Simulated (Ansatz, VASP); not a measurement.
# Ta in VASP and in Ansatz

```xyz
2
Lattice="2.9004 0.0000 0.0000 -1.4502 2.5118 0.0000 0.0000 0.0000 5.1663" Properties=species:S:1:pos:R:3 pbc="T T T"
Ta    0.0000    1.6745    1.2916
Ta    1.4502    0.8373    3.8747
```

This isn't the form of Ta at room conditions, which is bcc.

Alike in both runs: functional revPBE; k mesh 6 × 6 × 3; occupations fermi-dirac, width 0.05 eV; no spin polarisation.

|  | VASP | Ansatz |
| --- | --- | --- |
| version | VASP 6.6.1 | Ansatz 0.2.0 |
| potentials or method | VASP PAW PBE potentials, release 64 (Ta_pv) | Ansatz PAW |
| plane-wave cutoff (eV) | 520 | 420 |
| valence electrons in the cell | 22 | 26 |
| task | single point | band structure |

|  | VASP | Ansatz | Ansatz less VASP |
| --- | --- | --- | --- |
| gap on the k mesh at the Fermi level (eV) | none | none | - |
| pressure (GPa) | 1.1 | 1.1 | -0.03 |
| largest component of the traceless stress (GPa) | 0.35 | 0.35 | +0.006 |

A gap of «none» marks a metal or a gap that the smearing closes. The functional is the same, so the differences come from potentials, cutoffs and numerics. The two sets of potentials don't hold the same shells in valence.

Caveats: the k mesh is coarse (spacing up to 0.42 Å⁻¹), so the values aren't converged; the PAW data sets were made with another functional, which shifts forces and pressure a little (VASP); spin-orbit coupling is left out, which moves the levels of the heavy elements (Ansatz); the PAW data sets come from PBE, with cores solved anew for the run's functional, which leaves a small shift of forces and pressure (Ansatz). Spin-orbit coupling is left out, which matters for the levels of Ta.
